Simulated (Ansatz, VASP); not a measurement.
# CsH: VASP beside Ansatz

One calculation is typed for both programs; each brings its own data sets and cutoff. How far apart do they land? The cell is generated by rule, not measured, and may not be a known phase. The cell is taken from a series of VASP runs on this material, whose earlier steps may have relaxed, scaled or displaced it; both programs get it as it stands.

Calculated with Ansatz 0.2.0; plane waves, with VASP 6.6.1 beside it; zone-centre phonons at PBE and band structure at HSE06.

The structure was built from a prototype and need not be the compound's stable phase.

## (1) The structure

Symmetry: F-43m, No. 216, cubic system. The conventional cell has a = 6.664 Å, b = 6.664 Å, c = 6.664 Å, α = 90.00°, β = 90.00°, γ = 90.00°. Nearest to Cs lie 4 H at 2.89 Å. Nearest to H lie 4 Cs at 2.89 Å. Farther neighbours are not listed.

As a file:

```
Cs H
1.0
     0.00000    3.33223    3.33223
     3.33223    0.00000    3.33223
     3.33223    3.33223    0.00000
Cs H
1 1
Direct
  0.00000 0.00000 0.00000
  0.25000 0.25000 0.25000
```

## (2) VASP: zone-centre phonons, PBE

Second derivatives magnify differences that forces hide, and they need a tight electronic threshold.

Lines of VASP's logs that name or quote its potential files are left out, and so is its time.

The input, INCAR:

```
SYSTEM = CsH
PREC = Accurate
ENCUT = 400
EDIFF = 1E-08
NELM = 100
ISMEAR = 0
SIGMA = 0.02
LREAL = .FALSE.
ALGO = Normal
GGA = PE
NBANDS = 11
LORBIT = 11
LWAVE = .FALSE.
LCHARG = .FALSE.
KPAR = 4
IBRION = 8
LEPSILON = .TRUE.
```

The input, POSCAR:

```
CsH
1.0
    0.0000000000      3.3322300000      3.3322300000
    3.3322300000      0.0000000000      3.3322300000
    3.3322300000      3.3322300000      0.0000000000
Cs H
1 1
Direct
    0.0000000000      0.0000000000      0.0000000000
    0.2500000000      0.2500000000      0.2500000000
```

The input, KPOINTS:

```
Automatic mesh
0
Gamma
10 10 10
0 0 0
```

PAW data sets: Cs_sv and H (PBE family, release 64).

Launch:

```
> mpirun -np 4 vasp_std
```

Numbers of over 12 decimals in the logs are rounded to 6 here.

The log of the run:

```text
[banner, memory and clock lines left out]
running    4 mpi-ranks, on    1 nodes
 distrk:  each k-point on    1 cores,    4 groups
 distr:  one band on    1 cores,    1 groups

 POSCAR found type information on POSCAR CsH
 POSCAR found :  2 types and       2 ions
 LDA part: xc-table for (Slater+PW92), standard interpolation
 POSCAR, INCAR and KPOINTS ok, starting setup
 FFT: planning ... GRIDC
 FFT: planning ... GRID_SOFT
 FFT: planning ... GRID
 WAVECAR not read
 entering main loop
       N       E                     dE             d eps       ncg     rms          rms(c)
DAV:   1     0.418455782513E+02    0.41846E+02   -0.34597E+03  1034   0.599E+02
DAV:   2    -0.187257733803E+01   -0.43718E+02   -0.42063E+02  1283   0.108E+02
DAV:   3    -0.537785726265E+01   -0.35053E+01   -0.35008E+01  1269   0.356E+01
DAV:   4    -0.541096584141E+01   -0.33109E-01   -0.33105E-01  1270   0.398E+00
DAV:   5    -0.541111371599E+01   -0.14787E-03   -0.14787E-03  1300   0.254E-01    0.415E+00
DAV:   6    -0.454720257599E+01    0.86391E+00   -0.71252E-01  1145   0.357E+00    0.180E+00
DAV:   7    -0.436427132293E+01    0.18293E+00   -0.10175E+00  1148   0.351E+00    0.810E-01
DAV:   8    -0.441716874040E+01   -0.52897E-01   -0.16766E-01  1097   0.165E+00    0.649E-01
DAV:   9    -0.439817628392E+01    0.18992E-01   -0.52307E-02  1197   0.902E-01    0.769E-02
DAV:  10    -0.439906072452E+01   -0.88444E-03   -0.66291E-03  1162   0.302E-01    0.819E-02
DAV:  11    -0.439922454554E+01   -0.16382E-03   -0.12751E-03  1154   0.155E-01    0.198E-02
DAV:  12    -0.439922666043E+01   -0.21149E-05   -0.16854E-04  1223   0.627E-02    0.803E-03
DAV:  13    -0.439922771835E+01   -0.10579E-05   -0.10213E-05  1163   0.160E-02    0.215E-03
DAV:  14    -0.439922814341E+01   -0.42506E-06   -0.39425E-07  1223   0.380E-03    0.667E-04
DAV:  15    -0.439922807344E+01    0.69971E-07   -0.45995E-08  1194   0.970E-04    0.175E-04
DAV:  16    -0.439922808507E+01   -0.11629E-07   -0.71639E-09  1227   0.379E-04    0.945E-05
DAV:  17    -0.439922808404E+01    0.10295E-08   -0.49753E-10   664   0.121E-04
   1 F= -.43992281E+01 E0= -.43992281E+01  d E =-.488160E-26
 Linear response reoptimize wavefunctions to high precision
DAV:   1    -0.439922808248E+01    0.15543E-08   -0.22325E-10   824   0.736E-05
DAV:   2    -0.439922808249E+01   -0.39790E-11   -0.22940E-11   606   0.258E-05
 Linear response G [H, r] |phi>, progress :
  Direction:   1
       N       E                     dE             d eps       ncg     rms
RMM:   1    -0.409409903416E+02   -0.40941E+02    0.16287E+02  2139   0.566E+01
RMM:   2    -0.431539815062E+02   -0.22130E+01   -0.18024E+00  1909   0.995E+00
RMM:   3    -0.432151245264E+02   -0.61143E-01   -0.48526E-02  1966   0.127E+00
RMM:   4    -0.432171972050E+02   -0.20727E-02   -0.38124E-03  2055   0.336E-01
RMM:   5    -0.432174232914E+02   -0.22609E-03   -0.25436E-04  2098   0.675E-02
RMM:   6    -0.432174300963E+02   -0.68048E-05   -0.89128E-06  2120   0.147E-02
RMM:   7    -0.432174306055E+02   -0.50919E-06   -0.55624E-07  1816   0.344E-03
RMM:   8    -0.432174306363E+02   -0.30858E-07    0.24525E-08  1741   0.791E-04
RMM:   9    -0.432174306401E+02   -0.37712E-08    0.22686E-08  1715   0.207E-04
 Linear response G [H, r] |phi>, progress :
  Direction:   2
       N       E                     dE             d eps       ncg     rms
RMM:   1    -0.409275036759E+02   -0.40928E+02    0.16797E+02  2124   0.569E+01
RMM:   2    -0.429671921573E+02   -0.20397E+01   -0.20638E+00  1884   0.103E+01
RMM:   3    -0.430284447976E+02   -0.61253E-01   -0.55254E-02  1964   0.129E+00
RMM:   4    -0.430302382004E+02   -0.17934E-02   -0.37897E-03  2059   0.334E-01
RMM:   5    -0.430304374353E+02   -0.19923E-03   -0.25911E-04  2095   0.690E-02
RMM:   6    -0.430304442899E+02   -0.68546E-05   -0.90379E-06  2103   0.146E-02
RMM:   7    -0.430304447472E+02   -0.45734E-06   -0.65516E-07  1791   0.348E-03
RMM:   8    -0.430304447737E+02   -0.26441E-07   -0.50605E-09  1729   0.806E-04
RMM:   9    -0.430304447764E+02   -0.27654E-08    0.71520E-09  1696   0.212E-04
 Linear response G [H, r] |phi>, progress :
  Direction:   3
       N       E                     dE             d eps       ncg     rms
RMM:   1    -0.412984363545E+02   -0.41298E+02    0.13709E+02  2118   0.543E+01
RMM:   2    -0.437231219030E+02   -0.24247E+01   -0.18312E+00  1894   0.943E+00
RMM:   3    -0.437836314088E+02   -0.60510E-01   -0.45286E-02  1901   0.126E+00
RMM:   4    -0.437855426754E+02   -0.19113E-02   -0.40347E-03  2008   0.337E-01
RMM:   5    -0.437857756408E+02   -0.23297E-03   -0.25827E-04  2008   0.682E-02
RMM:   6    -0.437857813128E+02   -0.56720E-05   -0.11499E-05  1993   0.143E-02
RMM:   7    -0.437857817252E+02   -0.41243E-06   -0.94307E-07  1776   0.325E-03
RMM:   8    -0.437857817339E+02   -0.86695E-08   -0.87383E-08  1705   0.740E-04
 Linear response to external field (no local field effect), progress :
  Direction:   1
       N       E                     dE             d eps       ncg     rms          rms(c)
RMM:   1    -0.380018145712E+00   -0.38002E+00   -0.90343E-01  2449   0.243E+00
RMM:   2    -0.369703112627E+00    0.10315E-01   -0.16390E-02  1829   0.552E-01
RMM:   3    -0.369670428484E+00    0.32684E-04   -0.53194E-04  1838   0.707E-02
RMM:   4    -0.369673735424E+00   -0.33069E-05   -0.10555E-05  1984   0.927E-03
[...]
RMM:   6    -0.406659045761E+00   -0.12094E-02   -0.40785E-05  6923   0.401E-02    0.144E-02
RMM:   7    -0.408650196407E+00   -0.19912E-02   -0.40082E-05  6534   0.361E-02    0.271E-03
RMM:   8    -0.408670171845E+00   -0.19975E-04   -0.33477E-06  7221   0.735E-03    0.472E-04
RMM:   9    -0.408678538231E+00   -0.83664E-05   -0.42947E-07  7288   0.125E-03    0.237E-04
RMM:  10    -0.408681409197E+00   -0.28710E-05    0.12424E-07  7342   0.601E-04    0.292E-05
RMM:  11    -0.408680749375E+00    0.65982E-06   -0.12872E-09  5440   0.472E-05    0.135E-05
RMM:  12    -0.408680685477E+00    0.63898E-07    0.11046E-08  5755   0.577E-05    0.221E-06
 change of polarisation eV/A/(eV/A) component  1 :     0.701    -0.029    -0.024
 dielectric tensor                  component  1 :     2.715    -0.071    -0.059
 Linear response to external field, progress :
  Direction:   2
       N       E                     dE             d eps       ncg     rms          rms(c)
RMM:   1    -0.413818727998E+00   -0.41382E+00   -0.10741E+00  8948   0.247E+00
RMM:   2    -0.404249248098E+00    0.95695E-02   -0.17050E-02  6795   0.551E-01    0.936E-01
RMM:   3    -0.368844918710E+00    0.35404E-01   -0.36890E-02  6747   0.959E-01    0.485E-01
RMM:   4    -0.387048242285E+00   -0.18203E-01   -0.32001E-02  6765   0.916E-01    0.142E-01
RMM:   5    -0.405448289511E+00   -0.18400E-01   -0.24248E-03  6688   0.288E-01    0.323E-02
RMM:   6    -0.406657482817E+00   -0.12092E-02   -0.40941E-05  6925   0.401E-02    0.144E-02
RMM:   7    -0.408648956314E+00   -0.19915E-02   -0.39889E-05  6531   0.361E-02    0.271E-03
RMM:   8    -0.408668866023E+00   -0.19910E-04   -0.33070E-06  7211   0.735E-03    0.472E-04
RMM:   9    -0.408677283164E+00   -0.84171E-05   -0.42041E-07  7288   0.125E-03    0.237E-04
RMM:  10    -0.408680153310E+00   -0.28701E-05    0.11790E-07  7334   0.601E-04    0.292E-05
RMM:  11    -0.408679488818E+00    0.66449E-06   -0.26422E-10  5445   0.472E-05    0.135E-05
RMM:  12    -0.408679425281E+00    0.63537E-07    0.10725E-08  5750   0.576E-05    0.220E-06
 change of polarisation eV/A/(eV/A) component  2 :    -0.027     0.701    -0.011
 dielectric tensor                  component  2 :    -0.067     2.715    -0.027
 Linear response to external field, progress :
  Direction:   3
       N       E                     dE             d eps       ncg     rms          rms(c)
RMM:   1    -0.413818628841E+00   -0.41382E+00   -0.10741E+00  8949   0.247E+00
RMM:   2    -0.404249209995E+00    0.95694E-02   -0.17050E-02  6795   0.551E-01    0.936E-01
RMM:   3    -0.368844849881E+00    0.35404E-01   -0.36890E-02  6746   0.959E-01    0.485E-01
RMM:   4    -0.387048176533E+00   -0.18203E-01   -0.32001E-02  6765   0.916E-01    0.142E-01
RMM:   5    -0.405448225221E+00   -0.18400E-01   -0.24247E-03  6687   0.288E-01    0.323E-02
RMM:   6    -0.406657470527E+00   -0.12092E-02   -0.40937E-05  6923   0.401E-02    0.144E-02
RMM:   7    -0.408648916928E+00   -0.19914E-02   -0.39881E-05  6539   0.361E-02    0.271E-03
RMM:   8    -0.408668828864E+00   -0.19912E-04   -0.33070E-06  7221   0.735E-03    0.472E-04
RMM:   9    -0.408677240476E+00   -0.84116E-05   -0.42043E-07  7305   0.125E-03    0.237E-04
RMM:  10    -0.408680112385E+00   -0.28719E-05    0.11801E-07  7347   0.601E-04    0.292E-05
RMM:  11    -0.408679448221E+00    0.66416E-06   -0.30608E-10  5444   0.472E-05    0.135E-05
RMM:  12    -0.408679385710E+00    0.62511E-07    0.10754E-08  5762   0.576E-05    0.220E-06
 change of polarisation eV/A/(eV/A) component  3 :    -0.022    -0.032     0.701
 dielectric tensor                  component  3 :    -0.054    -0.078     2.715
 Linear response DOF=           2
 Linear response progress:
  Degree of freedom:   1/  2
       N       E                     dE             d eps       ncg     rms          rms(c)
RMM:   1    -0.182419017513E+00   -0.18242E+00    0.10589E-01  6412   0.204E+00
RMM:   2    -0.184182087124E+00   -0.17631E-02   -0.27509E-03  5769   0.374E-01    0.216E-02
RMM:   3    -0.184290036789E+00   -0.10795E-03   -0.37833E-05  6993   0.472E-02    0.127E-02
RMM:   4    -0.184293898267E+00   -0.38615E-05   -0.99699E-06  7211   0.230E-02    0.265E-03
RMM:   5    -0.184303872578E+00   -0.99743E-05   -0.52982E-07  7365   0.502E-03    0.758E-04
RMM:   6    -0.184302829601E+00    0.10430E-05   -0.40290E-08  7483   0.140E-03    0.305E-04
RMM:   7    -0.184297005576E+00    0.58240E-05   -0.74303E-09  7182   0.546E-04    0.448E-05
RMM:   8    -0.184297528065E+00   -0.52249E-06   -0.19210E-10  7456   0.648E-05    0.259E-05
RMM:   9    -0.184297684318E+00   -0.15625E-06   -0.42535E-11  7103   0.712E-05    0.618E-06
RMM:  10    -0.184297743967E+00   -0.59649E-07    0.38106E-11  7676   0.155E-05    0.341E-06
RMM:  11    -0.184297727530E+00    0.16437E-07   -0.34241E-12  7577   0.548E-06    0.518E-07
RMM:  12    -0.184297725576E+00    0.19535E-08    0.91234E-12  6682   0.147E-06    0.188E-07
 first order change of Fermi-energy   0.49278E-05
 force on displaced ion       1 direction 1 :  -1.182   0.000   0.000
 Born effective charge ion    1 direction 1 :   0.999   0.000   0.000
 Linear response progress:
  Degree of freedom:   2/  2
       N       E                     dE             d eps       ncg     rms          rms(c)
RMM:   1    -0.167634502158E-01   -0.16763E-01   -0.11228E-02  7430   0.349E-01
RMM:   2    -0.162778827714E-01    0.48557E-03   -0.38044E-04  6649   0.692E-02    0.766E-02
RMM:   3    -0.166651139515E-01   -0.38723E-03   -0.71976E-05  6620   0.358E-02    0.441E-02
RMM:   4    -0.175000670734E-01   -0.83495E-03   -0.11443E-04  5979   0.469E-02    0.356E-03
RMM:   5    -0.175314060922E-01   -0.31339E-04   -0.20936E-06  6714   0.835E-03    0.123E-03
RMM:   6    -0.175214685552E-01    0.99375E-05   -0.21824E-07  6853   0.191E-03    0.355E-04
RMM:   7    -0.175245771486E-01   -0.31086E-05   -0.46623E-08  6613   0.113E-03    0.123E-04
RMM:   8    -0.175241047125E-01    0.47244E-06   -0.44791E-10  7228   0.355E-04    0.242E-05
RMM:   9    -0.175239115038E-01    0.19321E-06   -0.78114E-10  7174   0.444E-05    0.128E-05
RMM:  10    -0.175239220175E-01   -0.10514E-07   -0.78422E-10  7129   0.348E-05    0.161E-06
RMM:  11    -0.175239179493E-01    0.40683E-08   -0.74336E-11  6813   0.223E-06    0.851E-07
 first order change of Fermi-energy  -0.31258E-04
 force on displaced ion       2 direction 1 :  -1.164   0.000   0.000
 Born effective charge ion    2 direction 1 :  -0.998   0.000   0.000
 Born effective charges drift removed
 Linear response finished
```

Parts of OUTCAR (step 2):

```text
ion  position               nearest neighbor table
   1  0.000  0.000  0.000-
   2  0.250  0.250  0.250-

  LATTYP: Found a face centered cubic cell.
 ALAT       =     6.6644600000

 Subroutine GETGRP returns: Found 24 space group operations
 (whereof 24 operations were pure point group operations)

The static configuration has the point symmetry T_d .

 Found     47 irreducible k-points:

   k-points           NKPTS =     47   k-points in BZ     NKDIM =     47   number of bands    NBANDS=     11

   dimension x,y,z NGX =    32 NGY =   32 NGZ =   32
   dimension x,y,z NGXF=    64 NGYF=   64 NGZF=   64

   ENCUT  =  400.0 eV  29.40 Ry    5.42 a.u.   7.68  7.68  7.68*2*pi/ulx,y,z

   NELECT =      10.0000    total number of electrons

 k-points in reciprocal lattice and weights: Automatic mesh
   0.00000000  0.00000000  0.00000000       0.001
   0.10000000  0.00000000  0.00000000       0.008
   0.20000000  0.00000000  0.00000000       0.008
   0.30000000  0.00000000  0.00000000       0.008
   0.40000000  0.00000000  0.00000000       0.008
   0.50000000  0.00000000  0.00000000       0.004
   0.10000000  0.10000000  0.00000000       0.006
   0.20000000  0.10000000  0.00000000       0.024
   0.30000000  0.10000000  0.00000000       0.024
[...]
-0.30000000  0.40000000  0.20000000       0.024
  -0.30000000  0.50000000  0.20000000       0.012

 average (electrostatic) potential at core
       1 -51.1991       2 -33.2886

  Total        0.5323966      0.5323966      0.5323966     -0.0000000     -0.0000000      0.0000000
  in kB       11.5268574     11.5268574     11.5268574     -0.0000000     -0.0000000      0.0000000
  external PRESSURE =      11.5268574 kB  Pullay stress =       0.0000000 kB

  energy-cutoff  :      400.00
  volume of cell :       74.00
      direct lattice vectors                 reciprocal lattice vectors
     0.000000000  3.332230000  3.332230000    -0.150049666  0.150049666  0.150049666
     3.332230000  0.000000000  3.332230000     0.150049666 -0.150049666  0.150049666
     3.332230000  3.332230000  0.000000000     0.150049666  0.150049666 -0.150049666

 POSITION                                       TOTAL-FORCE (eV/Angst)
 -----------------------------------------------------------------------------------
      0.00000      0.00000      0.00000        -0.000000     -0.000000     -0.000000
      1.66612      1.66612      1.66612         0.000000      0.000000      0.000000
 -----------------------------------------------------------------------------------
    total drift:                                0.000000      0.000000      0.000000

 MACROSCOPIC STATIC DIELECTRIC TENSOR (including local field effects in DFT)
 ------------------------------------------------------
           2.714819    -0.000000     0.000000
          -0.000000     2.714819     0.000000
          -0.000000     0.000000     2.714819
 ------------------------------------------------------

 PIEZOELECTRIC TENSOR (including local field effects)  for field in x, y, z        (C/m^2)
          XX          YY          ZZ          XY          YZ          ZX
  --------------------------------------------------------------------------------
  x    -0.00000     0.00000     0.00000     0.00000    -0.11941     0.00000
  y    -0.00000     0.00000    -0.00000     0.00000     0.00000    -0.11941
  z     0.00000     0.00000    -0.00000    -0.11941     0.00000     0.00000

 BORN EFFECTIVE CHARGES (including local field effects) (in |e|, cummulative output)
 ---------------------------------------------------------------------------------
 ion    1
    1     0.99837     0.00000    -0.00000
    2     0.00000     0.99837     0.00000
    3     0.00000     0.00000     0.99837
 ion    2
    1    -0.99837    -0.00000     0.00000
    2     0.00000    -0.99837     0.00000
    3    -0.00000    -0.00000    -0.99837

 Eigenvectors and eigenvalues of the dynamical matrix
 ----------------------------------------------------

   1 f  =   16.933926 THz   106.398992 2PiTHz  564.854956 cm-1    70.033057 meV
             X         Y         Z           dx          dy          dz
      0.000000  0.000000  0.000000     0.035072    0.079686   -0.000000
      1.666115  1.666115  1.666115    -0.401306   -0.911797   -0.000000

   2 f  =   16.933926 THz   106.398992 2PiTHz  564.854956 cm-1    70.033057 meV
             X         Y         Z           dx          dy          dz
      0.000000  0.000000  0.000000     0.079686   -0.035072    0.000000
      1.666115  1.666115  1.666115    -0.911797    0.401306    0.000000

   3 f  =   16.933926 THz   106.398992 2PiTHz  564.854956 cm-1    70.033057 meV
             X         Y         Z           dx          dy          dz
      0.000000  0.000000  0.000000     0.000000    0.000000   -0.087063
      1.666115  1.666115  1.666115     0.000000    0.000000    0.996203

   4 f/i=    0.010945 THz     0.068767 2PiTHz    0.365072 cm-1     0.045263 meV
             X         Y         Z           dx          dy          dz
      0.000000  0.000000  0.000000     0.001731   -0.030134   -0.995745
      1.666115  1.666115  1.666115     0.000151   -0.002634   -0.087023

   5 f/i=    0.010945 THz     0.068767 2PiTHz    0.365072 cm-1     0.045263 meV
             X         Y         Z           dx          dy          dz
      0.000000  0.000000  0.000000    -0.500358    0.861009   -0.026926
      1.666115  1.666115  1.666115    -0.043729    0.075248   -0.002353

   6 f/i=    0.010945 THz     0.068767 2PiTHz    0.365072 cm-1     0.045263 meV
             X         Y         Z           dx          dy          dz
      0.000000  0.000000  0.000000    -0.861428   -0.500175    0.013640
      1.666115  1.666115  1.666115    -0.075284   -0.043713    0.001192

 MACROSCOPIC STATIC DIELECTRIC TENSOR IONIC CONTRIBUTION
 ------------------------------------------------------
           2.077514     0.000000    -0.000000
           0.000000     2.077514     0.000000
          -0.000000     0.000000     2.077514
 ------------------------------------------------------

 ELASTIC MODULI CONTR FROM IONIC RELAXATION (kBar)
 Direction    XX          YY          ZZ          XY          YZ          ZX
 --------------------------------------------------------------------------------
 XX          -0.0000      0.0000      0.0000      0.0000      0.0000      0.0000
 YY           0.0000     -0.0000     -0.0000      0.0000     -0.0000      0.0000
 ZZ           0.0000     -0.0000     -0.0000      0.0000     -0.0000      0.0000
 XY           0.0000      0.0000      0.0000    -60.8459      0.0000      0.0000
 YZ           0.0000     -0.0000     -0.0000      0.0000    -60.8459      0.0000
 ZX           0.0000      0.0000      0.0000      0.0000      0.0000    -60.8459
 --------------------------------------------------------------------------------

 PIEZOELECTRIC TENSOR IONIC CONTR  for field in x, y, z        (C/m^2)
          XX          YY          ZZ          XY          YZ          ZX
  --------------------------------------------------------------------------------
  x    -0.00000     0.00000     0.00000    -0.00000     0.33455     0.00000
  y    -0.00000    -0.00000    -0.00000     0.00000     0.00000     0.33455
  z    -0.00000    -0.00000    -0.00000     0.33455     0.00000     0.00000
```

The gap is read on the k-mesh alone, so it is an upper bound where the band edges lie off the mesh.

[end of part 1 of 2]

[Lines on the potential files, build, host, timing and source positions are cut from VASP's logs without a mark.]

[Logs are printed without paths, hosts, clocks, repeated set-up lines and the standing remarks that a program may print on its own settings, such as how far it seeks lower states.]

[Hosts, paths, dates, database ids (printed as entryN), source tags and the programs' standing remarks are cut or masked in the printed files.]
